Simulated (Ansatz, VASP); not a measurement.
ZrC in VASP and in Ansatz

Contents of INCAR:

```
SYSTEM = ZrC
PREC     = Accurate       ! precision mode
ENCUT    = 600            ! plane-wave cutoff, eV
EDIFF    = 1E-6           ! SCF threshold, eV
ISMEAR   = 1              ! smearing method
SIGMA    = 0.01           ! smearing width, eV
LREAL    = .FALSE.        ! projectors in reciprocal space
LASPH    = .TRUE.         ! aspherical terms in the spheres
NELM     = 100            ! most SCF steps
ALGO     = Normal         ! electronic algorithm
ISIF     = 3              ! what is computed and relaxed
LWAVE    = .FALSE.        ! write WAVECAR
LCHARG   = .FALSE.        ! write CHGCAR
GGA      = RE             ! functional
IVDW     = 12             ! dispersion correction
IBRION   = 2              ! ionic algorithm
NSW      = 80             ! ionic steps
EDIFFG   = -0.1           ! ionic threshold
```

Contents of KPOINTS:

```
regular mesh
0
G
  7 7 7
  0 0 0
```

The input POSCAR:

```
ZrC
1.0
    3.3446150000      0.0000000000      0.0000000000
    1.6723075000      2.8965215559      0.0000000000
    1.6723075000      0.9655071853      2.7308667120
Zr C
1 1
Direct
    0.5000000000      0.5000000000      0.5000000000
    0.0000000000      0.0000000000      0.0000000000
```

Input for Ansatz:

```yaml
crystal:
  lattice:
    - [3.344615, 0.0, 0.0]
    - [1.6723075000000005, 2.8965215558784903, 0.0]
    - [1.6723075000000005, 0.9655071852928303, 2.730866712019586]
  atoms:
    - { symbol: Zr, position: [0.5000000000000001, 0.49999999999999994, 0.5] }
    - { symbol: C, position: [0.0, 0.0, 0.0] }
accuracy: medium
basis:
  ecutwfc: 630.0
kpoints:
  mp_grid:
    grid: [7, 7, 7]
    shift: [0.0, 0.0, 0.0]
hamiltonian:
  xc: revpbe
  dispersion: d3bj
scf:
  max_iter: 80
  n_extra_bands: 6
  occupations:
    method: cold
    width: 0.01
relax:
  f_tol: 0.1
  max_displacement: 0.05
  cell: {}
```

Alike in both runs: task relaxation of cell and atoms; functional revPBE; dispersion D3(BJ); k mesh 7 × 7 × 7; no spin polarisation.

```csv
,VASP,Ansatz
version,VASP 6.6.1,Ansatz 0.2.0
potentials or method,"VASP PAW PBE potentials, release 64 (Zr_sv, C)","plane waves, PAW"
plane-wave cutoff (eV),600,630
occupations,"methfessel-paxton of order 1, width 0.01 eV","cold, width 0.01 eV"
valence electrons in the cell,16,16
```

Ansatz gave:

```
relaxed volume (Å³/atom)                                     : 12.63
relaxed cell length with the largest relative difference (Å) : 3.293
energy change over the relaxation (meV/atom)                 : -20
```

Task: Which values does VASP return?

Result: Relaxed volume (Å³/atom): 12.64; relaxed cell length with the largest relative difference (Å): 3.295; energy change over the relaxation (meV/atom): -19.

Caveats: the PAW data sets were made with another functional, which shifts forces and pressure a little (VASP); pairwise dispersion overbinds metals, which lowers pressure and volume.
